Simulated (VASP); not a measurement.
A run of VASP 6.6.1 is set up as follows.

The input INCAR:

```
PREC = Normal
ENCUT = 450
EDIFF = 1E-6
ISMEAR = 0
SIGMA = 0.01
LREAL = Auto
LASPH = True
NELM = 80
ALGO = Normal
ISIF = 2
LWAVE = False
LCHARG = False
GGA = PE
IBRION = 2
NSW = 70
EDIFFG = -0.025
ICORELEVEL = 1
NELECT = 120.0
ISYM = 0
KPAR = 4
NCORE = 2
```

The input KPOINTS:

```
Automatic mesh
0
Monkhorst-Pack
  2 2 2
```

POSCAR

```
Mg16O15
1.0
   -4.2449620000      4.2449620000     -4.2449620000
    4.2449620000      4.2449620000      4.2449620000
    4.2449620000     -4.2449620000     -4.2449620000
Mg O
16 15
Direct
    0.2500000000      0.0000000000      0.7500000000
    0.0033059900      0.2610487300      0.7562040900
    0.5000000000      0.0000000000      0.5000000000
    0.7500000000      0.5000000000      0.7500000000
    0.2627674200      0.2593885600      0.5144015100
    0.5070186200      0.7486258300      0.7370334400
    0.0018109200      0.4871568800      0.4969854900
    0.7500000000      0.0000000000      0.2500000000
    0.5000000000      0.2500000000      0.2500000000
    0.7500000000      0.7500000000      0.5000000000
    0.0000000000      0.0000000000      0.0000000000
    0.2500000000      0.5000000000      0.2500000000
    0.0000000000      0.7500000000      0.2500000000
    0.7500000000      0.2500000000      0.0000000000
    0.4981525600      0.4994631100      0.0060687800
    0.2411923400      0.7416246300      0.9954734200
    0.0000000000      0.7500000000      0.7500000000
    0.5000000000      0.5000000000      0.5000000000
    0.7500000000      0.0000000000      0.7500000000
    0.2500000000      0.7500000000      0.5000000000
    0.5000000000      0.2500000000      0.7500000000
    0.0000000000      0.0000000000      0.5000000000
    0.7500000000      0.5000000000      0.2500000000
    0.5000000000      0.7500000000      0.2500000000
    0.7500000000      0.2500000000      0.5000000000
    0.0000000000      0.5000000000      0.0000000000
    0.2500000000      0.0000000000      0.2500000000
    0.0000000000      0.2500000000      0.2500000000
    0.7500000000      0.7500000000      0.0000000000
    0.5000000000      0.0000000000      0.0000000000
    0.2500000000      0.2500000000      0.0000000000
```

Potentials or basis: VASP PAW PBE potentials, release 64 (Mg, O).

Command:

```console
$ cat potpaw_PBE.64/Mg/POTCAR potpaw_PBE.64/O/POTCAR > POTCAR
$ mpirun -np 8 vasp_std > vasp.out
```

Question: What does it give for the energy gained by relaxing?

Answer: 66.7 meV/atom.

Forces on the atoms (eV/Å):
```
Mg   0.003  0.000  0.007
Mg  -0.001 -0.007  0.000
Mg   0.011 -0.002  0.004
Mg  -0.007 -0.002  0.000
Mg   0.003 -0.001  0.006
Mg   0.002 -0.002 -0.001
Mg   0.002  0.001 -0.004
Mg   0.006  0.002 -0.008
Mg  -0.007 -0.004  0.000
Mg  -0.005 -0.001  0.007
Mg  -0.011  0.001 -0.007
Mg  -0.002 -0.005  0.002
Mg   0.003  0.000  0.002
Mg  -0.003  0.002 -0.016
Mg  -0.002  0.001  0.000
Mg  -0.007  0.000  0.002
O   -0.001  0.001  0.007
O   -0.003 -0.001  0.004
O    0.000  0.003 -0.003
O    0.007  0.003  0.002
O    0.005  0.001 -0.004
O    0.002  0.002  0.005
O    0.000  0.002  0.001
O    0.008 -0.001  0.002
O    0.006 -0.001 -0.001
O    0.004  0.002 -0.002
O   -0.003 -0.002  0.005
O   -0.007  0.003 -0.002
O   -0.001 -0.001 -0.004
O    0.002 -0.001 -0.002
O   -0.004  0.004  0.000
```

Caveat: the k mesh is coarse (spacing up to 0.52 Å⁻¹), so the values aren't converged.
